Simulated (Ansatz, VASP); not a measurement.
## C in VASP and in Ansatz

```
C
1.0
     0.00000    2.21910    2.21910
     2.21910    0.00000    2.21910
     2.21910    2.21910    0.00000
C
2
Direct
  0.00000 0.00000 0.00000
  0.25000 0.25000 0.25000
```

Alike in both runs: task single point; functional PBEsol; k mesh 8 × 8 × 8; occupations gaussian, width 0.1 eV; no spin polarisation.

|  | VASP | Ansatz |
| --- | --- | --- |
| version | VASP 6.6.1 | Ansatz 0.2.0 |
| potentials or method | VASP PAW PBE potentials, release 64 (C) | scalar-relativistic, plane waves, PAW |
| plane-wave cutoff (eV) | 520 | 420 |
| valence electrons in the cell | 8 | 8 |

Ansatz gave:

* gap on the k mesh at the Fermi level (eV): 1.76
* least direct gap on the mesh (eV): 1.76

Problem. Estimate VASP's values.

Solution. gap on the k mesh at the Fermi level (eV): 1.77; least direct gap on the mesh (eV): 1.77.
